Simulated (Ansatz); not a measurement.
**S-33 NMR of the central transition in GaS under strain**

Cell: a structure deposited in the COD, relaxed with PBE at fixed cell and then changed (z stretched by 2 %, ions relaxed).

```xyz
8
Lattice="3.5850 0.0000 0.0000 -1.7925 3.1047 0.0000 0.0000 0.0000 15.8100" Properties=species:S:1:pos:R:3 pbc="T T T"
Ga    0.0000    2.0698    2.7247
Ga    1.7925    1.0349   10.6297
Ga    0.0000    2.0698    5.1803
Ga    1.7925    1.0349   13.0853
S     0.0000    2.0698    9.5348
S     1.7925    1.0349    1.6298
S     0.0000    2.0698   14.1802
S     1.7925    1.0349    6.2752
```

Atoms are numbered from 1 in the order listed; like atoms form one site, named after its first atom.

Computed with Ansatz: DFT, PBE, plane waves and PAW, scalar-relativistic, 420 eV cutoff, Γ-centred 14×14×3 k-points, Fermi–Dirac smearing 0.02 eV.

S-33 has I = 3/2 and Q = -69.40 mb (Pyykkö 2018); at 9.4 T its Larmor frequency is ν₀ = 30.8 MHz. Only the quadrupole interaction is simulated: positions count from each site's isotropic chemical shift, and shift anisotropy, dipolar and J coupling are left out.

Simulated pattern of one S site (static powder, Gaussian broadening 10 kHz):

offset (kHz), height and a bar:
```
   -242.7          0 
   -225.8         88 ###########################
   -209.0        100 ##############################
   -192.1         64 ###################
   -175.2         51 ###############
   -158.4         45 #############
   -141.5         41 ############
   -124.7         38 ############
   -107.8         36 ###########
    -91.0         35 ###########
    -74.1         34 ##########
    -57.3         34 ##########
    -40.4         33 ##########
    -23.5         33 ##########
     -6.7         32 ##########
     10.2         26 ########
     27.0         27 ########
     43.9         29 #########
     60.7         32 ##########
     77.6         36 ###########
     94.5         45 #############
    111.3         71 #####################
    128.2         63 ###################
    145.0          0
```

Q: Which |C_Q| and η does the pattern imply?

A: The pattern spans 349 kHz before broadening and its centre of gravity is at -67.0 kHz, which fixes P_Q; the places of the horns and steps fix η. That gives P_Q = 9.08 MHz, |C_Q| = 9.08 MHz and η = 0.00. The sign of C_Q can't be read from the pattern.

An axis of threefold or higher order runs through S, so V_zz lies along it and η is zero.
